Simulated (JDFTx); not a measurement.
The system is Si2W.

```xyz
3
Lattice="-1.6069 1.6069 3.9150 1.6069 -1.6069 3.9150 1.6069 1.6069 -3.9150" Properties=species:S:1:pos:R:3 pbc="T T T"
W     0.0000    0.0000    0.0000
Si    0.0000    0.0000    5.2092
Si    0.0000    0.0000    2.6207
```

Base run:

```yaml
Program: JDFTx 1.7.0 (patched build)
Functional: PBE
Potentials_or_basis: PseudoDojo-SR-PBE-0.5-standard with smoothed tails
Cutoff: 1007 eV
Density_cutoff: 8055 eV
k_mesh: 8 × 8 × 8
Occupations: fermi-dirac, width 0.05 eV
Spin: no spin polarisation
Hubbard_terms: W d U = 4 eV
```

Its results: band gap on the k mesh none (metal or under the smearing width); pressure -4.3 GPa; largest force 0.348 eV/Å.

Task: The run is repeated on the same cell with these changes: hubbard terms from W d U = 4 eV to none; hubbard projectors from atomic pseudo-orbitals, not orthogonalised to none. What comes out?

Result: Band gap on the k mesh none (metal or under the smearing width); pressure 3.3 GPa; largest force 0.029 eV/Å.

Caveats: the empty levels aren't tightly converged; U without spin polarisation on a metal has little footing (some runs); the U is typed as a test and isn't derived for this compound (some runs).
